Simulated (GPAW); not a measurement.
The system is Pt.

```
Pt
1.0
     0.00000    1.96090    1.96090
     1.96090    0.00000    1.96090
     1.96090    1.96090    0.00000
Pt
1
Cartesian
  0.0000 0.0000 0.0000
```

* Program: GPAW 26.7.0
* Task: relaxation of cell and atoms
* Functional: LDA
* Potentials or basis: the program's PAW data sets (release 1.2.1) made for this functional
* Cutoff: 600 eV
* Basis: pw
* k mesh: 12 × 12 × 12
* Occupations: fermi-dirac, width 0.05 eV
* Spin: no spin polarisation

At the start: pressure -7.0 GPa; volume 15.08 Å³/atom.

Task: How do energy, volume and symmetry change on relaxing?

Result: Over 3 steps the energy falls by 8.3 meV/atom and the volume is 14.71 Å³/atom (-2.4 %); space group Fm-3m (No. 225, to 0.05 Å).

The path:
```tsv
step	energy change (eV)	largest force (eV/Å)	pressure (GPa)	volume (Å³)
1	0.0000	0.0000	-7.03	15.08
2	-0.0081	0.0000	1.06	14.66
3	-0.0083	0.0000	-0.04	14.71
```

Final structure:
```cif
data_structure
_symmetry_space_group_name_H-M 'P 1'
_symmetry_Int_Tables_number 1
_cell_length_a 2.7504
_cell_length_b 2.7504
_cell_length_c 2.7504
_cell_angle_alpha 60.000
_cell_angle_beta 60.000
_cell_angle_gamma 60.000
_cell_volume 14.71
loop_
_atom_site_label
_atom_site_type_symbol
_atom_site_fract_x
_atom_site_fract_y
_atom_site_fract_z
_atom_site_occupancy
Pt1 Pt 0.00000 0.00000 0.00000 1
```

Caveat: later steps reuse the first step's grids.
